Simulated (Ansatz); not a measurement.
**diamond against fcc along the 3d metals**

These are results of DFT, r2SCAN, plane waves (500 eV) with PAW, scalar-relativistic (Ansatz), not measurements. (PAW data from PBE, frozen cores regenerated.)

Each structure is relaxed within its symmetry, in the lowest magnetic state of the tried starts. Differences under about 8 meV lie within the error of the k-point mesh.

```json
{"element": "Sc", "E(diamond) − E(fcc) (meV/atom)": "1925", "V(diamond) (Å³/atom)": "43.57", "V(fcc) (Å³/atom)": "25.53", "state of diamond": "ferromagnetic", "state of fcc": "ferromagnetic"}
{"element": "Ti", "E(diamond) − E(fcc) (meV/atom)": "1841", "V(diamond) (Å³/atom)": "28.62", "V(fcc) (Å³/atom)": "17.39", "state of diamond": "ferromagnetic", "state of fcc": "spin not included"}
{"element": "V", "E(diamond) − E(fcc) (meV/atom)": "1942", "V(diamond) (Å³/atom)": "19.89", "V(fcc) (Å³/atom)": "13.72", "state of diamond": "ferromagnetic", "state of fcc": "non-magnetic"}
{"element": "Fe", "E(diamond) − E(fcc) (meV/atom)": "1777", "V(diamond) (Å³/atom)": "13.93", "V(fcc) (Å³/atom)": "12.19", "state of diamond": "spin not included", "state of fcc": "ferromagnetic"}
{"element": "Co", "E(diamond) − E(fcc) (meV/atom)": "1375", "V(diamond) (Å³/atom)": "15.95", "V(fcc) (Å³/atom)": "10.85", "state of diamond": "ferromagnetic", "state of fcc": "ferromagnetic"}
{"element": "Cu", "E(diamond) − E(fcc) (meV/atom)": "1126", "V(diamond) (Å³/atom)": "18.08", "V(fcc) (Å³/atom)": "11.43", "state of diamond": "spin not included", "state of fcc": "spin not included"}
{"element": "Zn", "E(diamond) − E(fcc) (meV/atom)": "533", "V(diamond) (Å³/atom)": "22.99", "V(fcc) (Å³/atom)": "14.36", "state of diamond": "spin not included", "state of fcc": "spin not included"}
```
